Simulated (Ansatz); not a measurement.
## Barrier of one jump, Fe in Si

These are results of DFT PBEsol, scalar-relativistic, plane waves, PAW (Ansatz 0.2.0), not measurements. (420 eV cutoff, 2×2×2 k-mesh, shifted by half a step, Gaussian smearing of 0.02 eV, collinear spin)

Host crystal, relaxed:

```
CELL_PARAMETERS angstrom
0.00000 2.71692 2.71692
2.71692 0.00000 2.71692
2.71692 2.71692 0.00000
ATOMIC_POSITIONS crystal
Si 0.75000 0.75000 0.75000
Si 0.50000 0.50000 0.50000
```

In a supercell of 32 host sites with charge +1, interstitial Fe hops to an equivalent place, moving 2.32 Å between the relaxed ends. Climbing-image nudged elastic band at fixed cell with images 0 (start) to 6 (end), the path measured over all atoms, converged to 0.05 eV/Å; the order of the saddle wasn't checked, and the small cell leaves errors of about a tenth of an eV.

Supercell rows in host cell vectors: 1 1 -3; -3 1 1; 1 1 1. Fe was set at (0.000, 0.000, 0.000) of the host cell.

At the relaxed start Fe has 4 Si at 2.41 Å, 1 Si at 2.67 Å, 2 Si at 2.68 Å, 3 Si at 2.76 Å.

With moments and this functional the run may sit in a state above the lowest one.

**Question.** What barrier does the band give, and what surrounds the atom at the top?

**Answer.** 0.67 eV at image 2, where Fe has 1 Si at 2.26 Å, 2 Si at 2.35 Å, 2 Si at 2.37 Å, 1 Si at 2.46 Å, 1 Si at 3.06 Å, 1 Si at 3.17 Å.

Cost: 1 run of about 110 core-minutes, on Intel Xeon Platinum 8259CL (Skylake/Cascade Lake) (shared hosts).